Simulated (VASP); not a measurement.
## Pb: relaxation of cell and atoms with HSE06

Pb:

```
CELL_PARAMETERS angstrom
0.00000 2.47502 2.47502
2.47502 0.00000 2.47502
2.47502 2.47502 0.00000
ATOMIC_POSITIONS crystal
Pb 0.00000 0.00000 0.00000
```

```
Program                            : VASP 6.6.1
Task                               : relaxation of cell and atoms
Functional                         : HSE06
Potentials or basis                : VASP PAW PBE potentials, release 64 (Pb_d)
Cutoff                             : 600 eV
k mesh                             : 5 × 5 × 5
Occupations                        : fermi-dirac, width 0.05 eV
Spin                               : no spin polarisation
Grid for exact exchange (PRECFOCK) : Fast
Screening parameter                : 0.2 1/A
Further INCAR settings             : ALGO = Normal; EDIFF = 1e-06; IBRION = 2; EDIFFG = -0.005; NSW = 40; ISIF = 3
```

| Quantity | Value |
| --- | --- |
| Relaxed volume | 30.67 Å³/atom |
| Relaxed cell | a = 3.514 Å, b = 3.514 Å, c = 3.514 Å, α = 60.00°, β = 60.00°, γ = 60.00° |
| Space group after relaxing (to 0.05 Å) | Fm-3m (No. 225) |
| Energy gained by relaxing | 0.5 meV/atom |
| Ionic steps | 9 |
| Pressure after relaxing | 0.0 GPa |
| Band gap on the k mesh | none (metal or under the smearing width) |

Step by step:
```csv
step,energy change (eV),largest force (eV/Å),pressure (GPa),volume (Å³)
1,0.0000,0.0000,0.44,30.32
2,-0.0005,0.0000,0.09,30.69
3,-0.0004,0.0000,-0.10,30.79
4,-0.0004,0.0000,-0.24,30.73
5,-0.0005,0.0000,-0.17,30.70
6,-0.0005,0.0000,0.06,30.55
7,-0.0005,0.0000,0.14,30.59
8,-0.0005,0.0000,0.11,30.64
9,-0.0005,0.0000,0.02,30.67
```

Final structure:
```yaml
crystal:
  lattice:
    - [0.00000, 2.48450, 2.48450]
    - [2.48450, 0.00000, 2.48450]
    - [2.48450, 2.48450, 0.00000]
  atoms:
    - { symbol: Pb, position: [0.00000, 0.00000, 0.00000] }
```

Levels at points of the mesh, in eV from the Fermi level:
| k point | band 3 | band 4 | band 5 | band 6 | band 7 | band 8 | band 9 | band 10 | band 11 |
| --- | --- | --- | --- | --- | --- | --- | --- | --- | --- |
| (0.00, 0.00, 0.00) | -18.69 | -18.55 | -18.55 | -12.69 | 8.44 | 8.44 | 8.44 | 10.82 | 12.34 |

It took 8.1 min on 1 thread of Intel(R) Xeon(R) 6975P-C (Granite Rapids) (shared host), peak memory 0.27 GiB.

Caveat: the k mesh is coarse (spacing up to 0.44 Å⁻¹), so the values aren't converged, least of all with exact exchange; the PAW data sets were made with another functional, which shifts forces and pressure a little. The run has no spin-orbit coupling, so splittings on Pb are missing.
